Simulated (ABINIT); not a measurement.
Write the native input for ABINIT 10.8.3 (patched build) that does the following.

- Task: single point
- Functional: RPBE
- Potentials or basis: JTH PAW PBE v2.0
- Cutoff: 490 eV
- k mesh: 11 × 11 × 11
- Occupations: fermi-dirac, width 0.05 eV
- Spin: no spin polarisation
- Fine-grid cutoff: 979.61 eV

The system is Ti.

```xyz
1
Lattice="0.0000 2.0300 2.0300 2.0300 0.0000 2.0300 2.0300 2.0300 0.0000" Properties=species:S:1:pos:R:3 pbc="T T T"
Ti    0.0000    0.0000    0.0000
```

This isn't the form of Ti at room conditions, which is hcp.

One way to write it, as run:

run.abi

```
# Pseudopotentials
pp_dirpath "./"
pseudos "Ti.GGA_PBE-JTH.xml"

# Structure
acell 2.8708535316 2.8708535316 2.8708535316 Angstrom
rprim
     0.0000000000     0.7071067812     0.7071067812
     0.7071067812     0.0000000000     0.7071067812
     0.7071067812     0.7071067812     0.0000000000
ntypat 1
znucl 22
natom 1
typat 1
xred
     0.0000000000     0.0000000000     0.0000000000

# Plane-wave basis
ecut 18.0
pawecutdg 36.0
pawxcdev 0

# k points
kptopt 1
ngkpt 11 11 11
nshiftk 1
shiftk 0.0 0.0 0.0

# Exchange and correlation
ixc 15

# Bands and occupations
nband 10
occopt 3
tsmear 0.00183747

# SCF cycle
nstep 100
tolvrs 1.0e-9

# Output
iomode 3
prtwf 0
prtden 0
prteig 0
prtebands 0
enunit 1
```

Potentials or basis: JTH PAW PBE v2.0.

Command:

```bash
$ abinit run.abi > log 2>&1
```

It gave:

- Pressure: 7.7 GPa
- Band gap on the k mesh: none (metal or under the smearing width)
- Valence electrons inside the program's atomic spheres: Ti 10.19 (radii [1.2214] Å)

Caveat: the PAW data sets were made with another functional, which shifts forces and pressure a little.

Wall time 8.2 s on 1 thread of Arm Neoverse V1, on a shared host, peak memory 0.09 GiB.
